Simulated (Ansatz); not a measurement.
# BN (P1) in Ansatz: a series of runs

One crystal, BN, is run at these levels: PBE0, PBEsol0, B3LYP; tasks: band structure.

Everything below comes from runs of Ansatz 0.2.0. Logs are shortened: lines on timing, memory, paths and dates and some standing lists are left out, and cuts for length are marked.

### 1 The structure

The typed cell holds 2 atoms: a = 2.508 Å, b = 2.508 Å, c = 3.274 Å, α = 101.11°, β = 101.11°, γ = 119.81°.

The cell comes from a database or a generator and needn't be the stable form of this composition.

### 2 Band structure, PBE0

File input:

```
crystal:
  lattice:
    - [2.5080409239, 0.0, 0.0]
    - [-1.2467107647, 2.1762310413, 0.0]
    - [-0.6306650796, -1.0881155206, 3.02254]
  atoms:
    - { symbol: "N", position: [0.668506, 0.332385, 0.984999] }
    - { symbol: B, position: [0.979643, 0.983499, 0.001806] }
hamiltonian:
  xc: pbe0
  pseudopotentials: { kind: paw }
kpoints:
  mp_grid: { grid: [7, 7, 5] }
  band_path:
    path:
      - [[0.0, 0.0, 0.0], [0.5, -0.5, 0.0], [0.5, -0.5, -0.5], [0.0, 0.0, -0.5], [0.0, 0.0, 0.0], [0.3772664522, 0.3772664522, -0.3772664522], [0.7093019284, -0.2906980716, -0.2093019284], [0.5, -0.5, 0.0]]
      - [[0.5, -0.5, -0.5], [0.6227335478, -0.3772664522, -0.6227335478]]
      - [[0.3772664522, 0.3772664522, -0.3772664522], [0.2906980716, 0.2906980716, -0.7906980716], [0.0, 0.0, -0.5]]
      - [[0.5, 0.0, -0.5], [0.0, 0.0, 0.0]]
    npoints: 4
scf:
  occupations: { method: fermi_dirac, width: 0.05 }
  n_extra_bands: 6
output:
  forces: true
  stress: true
  eigenvalues: true
  fatbands: false
  write_density: true
  write_potential: true
  elf: true
  volumetric_format: npy
```

Potentials or basis: Ansatz PAW.

Output:

```text
Warning: output.stress: scf.convergence.dr2_threshold = 1e-7 eV (the SCF's general default) is looser than the 2e-10 eV advised for a printed stress (1e-10 eV for each atom of the cell: 2). What an SCF threshold leaves in a stress goes as its square root, and in the free energy as the threshold itself, and one threshold admits the most on a small cell: of the crystals measured, under no hybrid functional and no lock of the moments, on runs that ended without the residual-converged pass, on stresses that held no estimate of that error, the worst erred by over 100 MPa in a component at 1e-7 eV an atom and by under 5 at 1e-10. Set scf.convergence.dr2_threshold to 2e-10 eV or tighter. The threshold is an SCF's pass mark: one that does not reach it within its budget of iterations ends unconverged, or closes short of it on a stop that the run arms, and scf.convergence.dr2_threshold's page says what that costs each kind of run
Warning: output.stress: scf.exx.energy_threshold = 1e-6 eV is looser than the 2e-8 eV advised for a stress under a hybrid functional (1e-8 eV for each atom of the cell: 2). Every SCF of the exchange loop can meet its threshold on dr2 while the loop round them stops early: no threshold on dr2 bounds what that leaves in the stress. Set scf.exx.energy_threshold to 2e-8 eV or tighter. The threshold is the loop's pass mark: a loop that does not reach it within its budget of cycles ends unconverged, and scf.exx.energy_threshold's page has the law
scf.n_extra_bands = 6 over 4 filled bands (N_el = 8.0): the run solves 10 bands
GPUs: using 1 of 1 available (devices: 1).
Engine: ansatz 0.2.0, x86_64-unknown-linux-gnu
Pseudopotentials: kind: paw
Pseudopotential: N, paw, valence charge 5, recommended cutoff 420 eV (normal), N.paw.azcp
Pseudopotential: B, paw, valence charge 3, recommended cutoff 420 eV (normal), B.paw.azcp
Functional definition: PBE0
  parameter a = 0.25
  parameter kappa = 0.804
  parameter beta = 0.06672455060314922
  exchange = (1 - a)*pbe_x(kappa = kappa, mu = beta*pi^2/3) + a*exact_x
  correlation = pbe_c(beta = beta)
device memory: the entry about to start is reckoned to put 0.6 GiB on a device that reports 63.7 GiB free (of which the cap on the GPU budget leaves the run 18.0 GiB)
GPU FFT provider: cuFFT
GPU libraries: cuBLAS 13.8.2, cuFFT 12.4.0, cuSOLVER 12.3.4
Crystal: 2 atoms, lattice volume = 16.497 Å³
Basis set: ecut = 420 eV, 321 PW (Γ), exchange–correlation on 36×36×48 points (8 copies of the dense FFT grid, shifted against one another)
Bands: 10, of which v1, the nominal top of the filled ones, is band 4 counted from 1 (3 counted from 0)
Symmetry: 1 space group operations
Space group: P1 (ITA 1), of the structure as read, at distance tolerance 2.5e-5 Å
k-points: 123 of 245 (time reversal used)
Non-local potential: N, projectors of the file, l = 0: 2, l = 1: 2, l = 2: 1
Non-local potential: B, projectors of the file, l = 0: 2, l = 1: 2, l = 2: 1
PAW form: soft (Blöchl's): semilocal exchange-correlation on the pseudo side does not see the compensation charge
PAW frozen core: N, regenerated for the run's functional, and the local potential with it (the file was generated under x = pbe(κ = 0.804, μ = 0.2195149727645171), c = pbe(β = 0.06672455060314922))
PAW frozen core: B, regenerated for the run's functional, and the local potential with it (the file was generated under x = pbe(κ = 0.804, μ = 0.2195149727645171), c = pbe(β = 0.06672455060314922))
PAW one-centre angular grid: N, 110 points (default); XC on 64 Gauss nodes
PAW one-centre angular grid: B, 110 points (default); XC on 64 Gauss nodes
Initial density: superposition of atomic densities (neutral atoms: chi_scale 0, normalization atom), corrected by the library's trained network
Initial wavefunctions: pseudopotential atomic-orbital guess
GPU buffer pool allocated for 7776 grid points (all kernels)
GPU transforms: local potential and band sums: pruned to the plane-wave sphere, on 18×18×24
Functional: x = pbe(κ = 0.804, μ = 0.2195149727645171), c = pbe(β = 0.06672455060314922), warm-up for x = 0.75 pbe(κ = 0.804, μ = 0.2195149727645171) + 0.25 exact, c = pbe(β = 0.06672455060314922)
SCF iter   1: F=—  HF=-542.231963 eV  |F-HF|=—  |Δ(HF+E_count)|=         —  Δρ=2.00e-3  dr2=2.57e-4  ethr=1.77e-3  ⟨swp⟩=2.0  Hψ=8584  notcnv=0
preconditioner: auto → none  [insulator: Δε(μ)=3.196 eV  Ē_g=21.751 eV  σ=0.050 eV  W_gap=1.00  n_scr=2 (ndim 8)  ℏωp=25.9 eV  f_vac=0.000  D(μ)=0.00/eV (n_scr^D=0)]
SCF iter   2: F=-542.232740 eV  HF=-542.232524 eV  |F-HF|=2.16e-4  |Δ(HF+E_count)|=   5.61e-4  Δρ=9.79e-4  dr2=4.85e-5  ethr=3.21e-6  ⟨swp⟩=3.1  Hψ=1978  notcnv=0  defer=15
SCF 1 stopped early in 2 iterations: F = -542.232740 eV  dr2 = 4.85e-5
device memory: the entry about to start is reckoned to put 1.2 GiB on a device that reports 63.5 GiB free (of which the cap on the GPU budget leaves the run 18.0 GiB)
GPU FFT provider: cuFFT
GPU libraries: cuBLAS 13.8.2, cuFFT 12.4.0, cuSOLVER 12.3.4
Initial density: handed on by an earlier stage of this run
Initial wavefunctions: those handed on with the density
GPU buffer pool allocated for 7776 grid points (all kernels)
GPU transforms: local potential and band sums: pruned to the plane-wave sphere, on 18×18×24
Functional: x = 0.75 pbe(κ = 0.804, μ = 0.2195149727645171) + 0.25 exact, c = pbe(β = 0.06672455060314922)
Exchange kernel: α = 0.2500, full range, Wigner–Seitz truncation, v(0) = 8780.6833 eV·Å³, q-mesh 7×7×5, nearest image of the exchange supercell L = 16.37 Å, pair-density grid 12×12×15, without the augmentation charges, whose exchange is taken in its separable form by FFT convolution over the k-point mesh (sized by the pseudopotential files, 15×15×24 at the most), smooth part of the exact exchange by density-matrix convolution in up to 1.02 GiB of GPU memory as planned if the GPU has room (build and FFT work areas not counted)
Frozen-core exchange: fock
SCF iter   1: F=—  HF=-542.455533 eV  |F-HF|=—  |Δ(HF+E_count)|=         —  Δρ=8.13e-3  dr2=7.07e-3  ethr=6.06e-6  ⟨swp⟩=6.2  Hψ=5730  notcnv=0
preconditioner: auto → none  [insulator: Δε(μ)=5.121 eV  Ē_g=25.072 eV  σ=0.050 eV  W_gap=1.00  n_scr=2 (ndim 8)  ℏωp=25.9 eV  f_vac=0.000  D(μ)=0.00/eV (n_scr^D=0)]
SCF iter   2: F=—  HF=-542.453217 eV  |F-HF|=—  |Δ(HF+E_count)|=   2.32e-3  Δρ=3.83e-3  dr2=1.56e-3  ethr=6.06e-6  ⟨swp⟩=3.0  Hψ=3039  notcnv=0
SCF iter   3: F=—  HF=-542.458734 eV  |F-HF|=—  |Δ(HF+E_count)|=   5.52e-3  Δρ=2.08e-3  dr2=6.39e-4  ethr=6.06e-6  ⟨swp⟩=3.2  Hψ=2040  notcnv=0  defer=16
iter 4 solved again at ethr=1.10e-7 eV; its pass at ethr=6.06e-6 eV (dr2=8.78e-6 eV) is discarded
SCF iter   4: F=—  HF=-542.458536 eV  |F-HF|=—  |Δ(HF+E_count)|=   1.98e-4  Δρ=3.01e-4  dr2=3.10e-5  ethr=1.10e-7  ⟨swp⟩=3.0  Hψ=4541  notcnv=0
SCF iter   5: F=—  HF=-542.458632 eV  |F-HF|=—  |Δ(HF+E_count)|=   9.67e-5  Δρ=3.40e-4  dr2=1.65e-5  ethr=1.10e-7  ⟨swp⟩=3.0  Hψ=1973  notcnv=0  defer=2
SCF iter   6: F=—  HF=-542.458628 eV  |F-HF|=—  |Δ(HF+E_count)|=   4.15e-6  Δρ=5.28e-5  dr2=1.78e-6  ethr=1.10e-7  ⟨swp⟩=2.5  Hψ=1808  notcnv=0
SCF iter   7: F=-542.458633 eV  HF=-542.458634 eV  |F-HF|=7.71e-7  |Δ(HF+E_count)|=   5.68e-6  Δρ=8.84e-5  dr2=1.09e-6  ethr=2.74e-9  ⟨swp⟩=4.4  Hψ=3301  notcnv=0  defer=15
SCF 2 stopped early in 7 iterations: F = -542.458633 eV  dr2 = 1.09e-6
  Residual-converged pass: ⟨swp⟩=2.6  Hψ=1802  notcnv=0  max |occ|·‖R‖ = 6.7e-6 eV (tolerance 6.7e-6 eV)  dr2=1.09e-6  dr2_onsite=4.68e-8  max |Δocc| = 0.0e0
hybrid outer 1: dexx = +4.450e-3 eV, tail = 8.92e-6 eV
GPU FFT provider: cuFFT
GPU libraries: cuBLAS 13.8.2, cuFFT 12.4.0, cuSOLVER 12.3.4
GPU buffer pool allocated for 7776 grid points (all kernels)
GPU transforms: local potential and band sums: pruned to the plane-wave sphere, on 18×18×24
Exchange kernel: α = 0.2500, full range, Wigner–Seitz truncation, v(0) = 8780.6833 eV·Å³, q-mesh 7×7×5, nearest image of the exchange supercell L = 16.37 Å, pair-density grid 12×12×15, without the augmentation charges, whose exchange is taken in its separable form by FFT convolution over the k-point mesh (sized by the pseudopotential files, 15×15×24 at the most), smooth part of the exact exchange by density-matrix convolution in up to 1.02 GiB of GPU memory as planned if the GPU has room (build and FFT work areas not counted)
Frozen-core exchange: fock
SCF iter   1: F=—  HF=-542.458689 eV  |F-HF|=—  |Δ(HF+E_count)|=         —  Δρ=4.43e-5  dr2=1.23e-7  ethr=5.57e-7  ⟨swp⟩=3.4  Hψ=2707  notcnv=0
preconditioner: auto → none  [insulator: Δε(μ)=5.128 eV  Ē_g=25.068 eV  σ=0.050 eV  W_gap=1.00  n_scr=2 (ndim 8)  ℏωp=25.9 eV  f_vac=0.000  D(μ)=0.00/eV (n_scr^D=0)]
SCF iter   2: F=—  HF=-542.458689 eV  |F-HF|=—  |Δ(HF+E_count)|=   9.97e-8  Δρ=2.06e-5  dr2=2.46e-8  ethr=1.41e-9  ⟨swp⟩=3.1  Hψ=2159  notcnv=0  defer=4
SCF iter   3: F=—  HF=-542.458689 eV  |F-HF|=—  |Δ(HF+E_count)|=  9.93e-10  Δρ=7.85e-6  dr2=8.50e-9  ethr=3.00e-10  ⟨swp⟩=3.5  Hψ=2424  notcnv=0  defer=5
SCF iter   4: F=-542.458689 eV  HF=-542.458689 eV  |F-HF|=4.13e-10  |Δ(HF+E_count)|=   3.07e-9  Δρ=2.81e-6  dr2=8.31e-10  ethr=9.74e-11  ⟨swp⟩=2.8  Hψ=1973  notcnv=0  defer=9
SCF 3 converged in 4 iterations: F = -542.458689 eV  dr2 = 8.31e-10
  Residual-converged pass: ⟨swp⟩=3.0  Hψ=2212  notcnv=0  max |occ|·‖R‖ = 6.3e-7 eV (tolerance 7.2e-7 eV)  dr2=8.02e-10  dr2_onsite=6.10e-11  max |Δocc| = 0.0e0
hybrid outer 2: dexx = +1.442e-7 eV, tail = 4.49e-9 eV, Δε = 2.90e-3 eV (about 7.60e-5 eV left of the loop's levels), ΔF = 1.13e-3 eV/Å (tail 3.02e-4)
device memory: the entry about to start is reckoned to put 0.3 GiB on a device that reports 62.1 GiB free (of which the cap on the GPU budget leaves the run 18.0 GiB)
NSCF: frozen V_eff on 48 k-points, pencils in batches of 32, up to order 48
hybrid SCF converged: 2 outer / 11 inner (+2 warm-up), last move |dexx| = 1.44e-7 eV, tail = 4.49e-9 eV
Stability not checked: this state was not tested for a lower state beside it, because the functional holds exact exchange (a hybrid, or Hartree-Fock), whose exchange loop this test does not read (fock_operator; see scf.lower_state_search)
Free energy (F): -542.458689 eV
Frozen-core exchange: fock
Harris-Foulkes:  -542.458689 eV  (|F-HF|=4.13e-10)
Internal energy: -542.458689 eV  (E = F + TS)
E sigma→0 (E₀):  -542.458689 eV
Fermi energy:    7.415417 eV
--- Per-component energies (eV) ---
  E_band       = -26.673378
  E_kinetic    = 183.523773
  E_local      = -300.900132  (includes V_loc(G=0)·N_el)
  E_nonlocal   = 56.927973
  E_hartree    = 93.483570
  E_xc         = -71.517447
  E_vxc        = -88.696693  (∫ρ·V_xc dr)
  E_exx        = -22.699055  (= α·E_x^exact, valence–valence)
  E_paw        = -205.066507  (= ΣΔE_a)
  E_vpaw       = -19.096919  (= ΣTr[D̂ρ^β])
  E_aug_tail   = 0.000099  (compensation charges beyond the density's cutoff)
  E_ewald      = -276.176749
  E_core_change = -0.034215  (= ΣΔE_core)
  E_smearing   = -0.000000  (= −TS)
  E_closure    = -0.000000  (closes the sum)
  Σ components = -542.458689   (vs F -542.458689, Δ=-1.14e-13)
--- Forces (eV/Å), atoms counted from 1 ---
  atom   1  N     -1.71269489    -2.13693440     0.64348311
  atom   2  B      1.71267523     2.13691872    -0.64346346
  max |Σ_I F_I| component: 1.97e-5 eV/Å
--- Stress (GPa, compression-positive) ---
      -10.399721      -4.722921       0.578978
       -4.722760       1.011469       1.200441
        0.578971       1.200446       7.455462
  P = ⅓ Tr σ = -0.6443 GPa (-6.443 kbar)
--- Band table (eV; the first three rows and the last of 123) ---
  k-point 0: bands = ["-15.2018", "0.7626", "2.1141", "3.8973", "12.3585", "17.6302", "19.7691", "20.8412", "22.4020", "32.7782"]
  k-point 1: bands = ["-15.0059", "-0.6920", "2.1062", "3.8805", "14.5403", "17.5420", "19.7709", "20.6068", "23.0460", "32.2226"]
  k-point 2: bands = ["-14.6552", "-2.5088", "2.0927", "3.8511", "17.2901", "17.8198", "19.7498", "20.1436", "25.0118", "31.6555"]
  k-point 122: bands = ["-12.4430", "-3.2147", "-1.0873", "3.4644", "13.6195", "16.7384", "19.1901", "24.2881", "25.1886", "29.2743"]
```

Run time: 45 s. Hardware: 1 × NVIDIA H100 80GB HBM3 with 2 threads of AMD EPYC 7R13 (Zen 3), shared host; peak memory 1.7 GiB.

Results:

| Property | Result |
| --- | --- |
| Free energy | -542.4587 eV |
| Pressure | -0.6 GPa |
| Largest force | 2.813 eV/Å |
| Band gap along the path | 4.66 eV, indirect (least direct gap 6.70 eV) |

Forces in eV/Å, atoms in the order of the input:
```
N   -1.713 -2.137  0.643
B    1.713  2.137 -0.643
```

Levels at the corners of the path, in eV from the valence-band top:
```csv
point,band 1,band 2,band 3,band 4,band 5,band 6,band 7,band 8
Γ,-20.24,-4.27,-2.92,-1.14,7.32,12.60,14.74,15.81
Y,-16.81,-10.61,-4.86,-0.24,8.45,11.22,14.62,16.74
T,-16.45,-10.04,-5.02,-2.49,4.66,11.33,17.95,22.62
Z,-19.62,-7.82,-2.94,-1.19,12.28,13.31,14.71,14.94
Γ,-20.24,-4.27,-2.92,-1.14,7.32,12.60,14.74,15.81
X,-16.03,-9.35,-7.65,-1.51,5.30,14.93,15.26,20.51
A1,-16.17,-9.22,-8.06,-1.41,7.50,14.93,17.03,17.18
Y,-16.81,-10.61,-4.86,-0.24,8.45,11.22,14.62,16.74
T,-16.45,-10.04,-5.02,-2.49,4.66,11.33,17.95,22.62
X1,-16.03,-9.35,-7.65,-1.51,5.30,14.93,15.26,20.51
X,-16.03,-9.35,-7.65,-1.51,5.30,14.93,15.26,20.51
A,-16.17,-9.22,-8.06,-1.41,7.50,14.93,17.03,17.18
Z,-19.62,-7.82,-2.94,-1.19,12.28,13.31,14.71,14.94
L,-16.55,-10.14,-5.51,-1.72,6.55,11.75,16.24,19.82
Γ,-20.24,-4.27,-2.92,-1.14,7.32,12.60,14.74,15.81
```

Caveat: the k mesh is coarse (spacing up to 0.44 Å⁻¹), so the values aren't converged, least of all with exact exchange; the pressure holds a Pulay correction of +0.5 GPa for the finite cutoff; the PAW data sets come from PBE, with cores solved anew for the run's functional, which leaves a small shift of forces and pressure; forces of over 1 eV/Å show positions far from the minimum, so gaps and moduli don't describe the material at rest; the thresholds are loose for stress.

### 3 Band structure, PBEsol0

Changes to input since step 2:

```diff
@@ -9,3 +9,3 @@
 hamiltonian:
-  xc: pbe0
+  xc: { exchange: pbesol, correlation: pbesol, exx: { coeff: 0.25 } }
   pseudopotentials: { kind: paw }
@@ -28,5 +28 @@
   fatbands: false
-  write_density: true
-  write_potential: true
-  elf: true
-  volumetric_format: npy
```

Potentials or basis: Ansatz PAW.

Wall time 27 s (1 × NVIDIA H100 80GB HBM3 with 2 threads of AMD EPYC 7R13 (Zen 3), shared host); peak memory 1.7 GiB.

It converged, with:

- Free energy: -536.4273 eV
- Pressure: -3.1 GPa
- Largest force: 2.817 eV/Å
- Band gap along the path: 4.53 eV, indirect (least direct gap 6.63 eV)

Forces on the atoms (eV/Å):
```
N   -1.716 -2.140  0.640
B    1.716  2.140 -0.640
```

Stress tensor (GPa, compression positive):
```
-13.10  -4.82   0.58
 -4.82  -1.45   1.20
  0.58   1.20   5.24
```

Levels at the corners of the path, in eV from the valence-band top:
```tsv
point	band 1	band 2	band 3	band 4	band 5	band 6	band 7	band 8
Γ	-20.22	-4.29	-2.92	-1.14	7.15	12.55	14.68	15.76
Y	-16.77	-10.64	-4.87	-0.24	8.41	11.14	14.41	16.59
T	-16.41	-10.06	-5.03	-2.52	4.53	11.26	17.77	22.52
Z	-19.60	-7.90	-2.95	-1.19	12.23	13.21	14.65	14.92
Γ	-20.22	-4.29	-2.92	-1.14	7.15	12.55	14.68	15.76
X	-15.98	-9.38	-7.66	-1.54	5.20	14.80	15.11	20.44
A1	-16.12	-9.26	-8.08	-1.45	7.45	14.79	16.89	17.02
Y	-16.77	-10.64	-4.87	-0.24	8.41	11.14	14.41	16.59
T	-16.41	-10.06	-5.03	-2.52	4.53	11.26	17.77	22.52
X1	-15.98	-9.38	-7.66	-1.54	5.20	14.80	15.11	20.44
X	-15.98	-9.38	-7.66	-1.54	5.20	14.80	15.11	20.44
A	-16.12	-9.26	-8.08	-1.45	7.45	14.79	16.89	17.02
Z	-19.60	-7.90	-2.95	-1.19	12.23	13.21	14.65	14.92
L	-16.50	-10.17	-5.53	-1.74	6.44	11.68	16.07	19.66
Γ	-20.22	-4.29	-2.92	-1.14	7.15	12.55	14.68	15.76
```

Caveat: the k mesh is coarse (spacing up to 0.44 Å⁻¹), so the values aren't converged, least of all with exact exchange; the pressure holds a Pulay correction of +0.5 GPa for the finite cutoff; the PAW data sets come from PBE, with cores solved anew for the run's functional, which leaves a small shift of forces and pressure; forces of over 1 eV/Å show positions far from the minimum, so gaps and moduli don't describe the material at rest; the thresholds are loose for stress.

(Continued in part 2 of 2.)
